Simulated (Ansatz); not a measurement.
# As under changes of volume

One of the cells (21.530 Å³/atom); the others are scaled copies at fixed shape and fractional positions:

```
CELL_PARAMETERS angstrom
1.88080 1.08588 3.51406
-1.88080 1.08588 3.51406
0.00000 -2.17176 3.51406
ATOMIC_POSITIONS crystal
As 0.22600 0.22600 0.22600
As 0.77400 0.77400 0.77400
```

```yaml
Program: Ansatz 0.2.0
Functional: LDA
Potentials_or_basis: Ansatz PAW
Cutoff: "420 eV (not typed: the program's choice for these potentials)"
k_mesh: 9 × 9 × 9
Occupations: fermi-dirac, width 0.05 eV
Spin: no spin polarisation
```

| volume (Å³/atom) | energy over the lowest point (meV/atom) | pressure (GPa) | largest force (eV/Å) |
| --- | --- | --- | --- |
| 20.239 | 10.70 | 3.9 | 0.698 |
| 20.669 | 2.87 | 2.0 | 0.543 |
| 21.100 | 0.00 | 0.2 | 0.397 |
| 21.530 | 1.59 | -1.4 | 0.261 |
| 21.961 | ? | ? | ? |
| 22.392 | 16.46 | -4.1 | 0.014 |
| 22.822 | 28.97 | -5.2 | 0.099 |

What does the run at 21.961 Å³/atom give?

Energy over the lowest point 7.21 meV/atom; pressure -2.8 GPa; largest force 0.134 eV/Å.

Worked out: A Birch-Murnaghan fit of order 3 (a polynomial in V^(-2/3)) to the other rows has its minimum at 21.15 Å³/atom with B0 = V·E''(V) = 81 GPa and B' = 4.1 at fixed shape and positions, which overstates the stiffness. It gives 7.21 meV/atom at 21.961 Å³/atom, against the run's 7.21, and -dE/dV = -2.8 GPa, against -2.8.

Energies are extrapolated to zero smearing.

Caveats: the PAW data sets come from PBE, with cores solved anew for the run's functional, which leaves a small shift of forces and pressure.
